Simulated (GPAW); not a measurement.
The system is PtS2.

```
Pt S
1.0
     3.54320    0.00000    0.00000
    -1.77160    3.06850    0.00000
     0.00000    0.00000    5.03880
Pt S
1 2
Direct
  0.00000 0.00000 0.00000
  0.66667 0.33333 0.77300
  0.33333 0.66667 0.22700
```

- Program: GPAW 26.7.0
- Task: relaxation of cell and atoms
- Functional: revPBE
- Dispersion: D3(BJ)
- Potentials or basis: the program's PAW data sets (release 1.2.1) made for this functional
- Cutoff: 600 eV
- Basis: pw
- k mesh: 9 × 9 × 5
- Occupations: fermi-dirac, width 0.05 eV
- Spin: no spin polarisation

At the start: pressure 6.3 GPa; volume 18.26 Å³/atom.

Q: Where does the relaxation end?

A: Over 14 steps the energy falls by 79.8 meV/atom and the volume is 16.42 Å³/atom (-10.1 %); space group P-3m1 (No. 164, to 0.05 Å).

The path:
```csv
step,energy change (eV),largest force (eV/Å),pressure (GPa),volume (Å³)
1,0.0000,1.4454,6.33,54.78
2,-0.0670,0.9846,2.86,55.35
3,-0.1175,0.2722,-2.09,56.08
4,-0.1235,0.1604,-2.63,55.98
5,-0.1422,0.1060,-3.29,55.10
6,-0.1579,0.2288,-2.61,53.77
7,-0.1692,0.1909,-0.81,52.37
8,-0.1757,0.0726,0.63,51.65
9,-0.1843,0.0899,2.02,51.01
10,-0.1991,0.2699,3.33,50.14
11,-0.2207,0.3718,3.89,48.94
12,-0.2333,0.2680,2.27,48.86
13,-0.2387,0.0976,0.43,49.26
14,-0.2393,0.0051,0.02,49.25
```

Final structure:
```
Pt S
1.0
     3.57534    0.00000    0.00000
    -1.78767    3.09633    0.00000
     0.00000    0.00000    4.44912
Pt S
1 2
Cartesian
  0.0000 0.0000 0.0000
  1.7877 1.0321 3.2438
  0.0000 2.0642 1.2054
```

Caveat: later steps reuse the first step's grids; the volume moved by -10 % from the deposited cell, more than functionals usually miss; pairwise dispersion overbinds metals, which lowers pressure and volume.
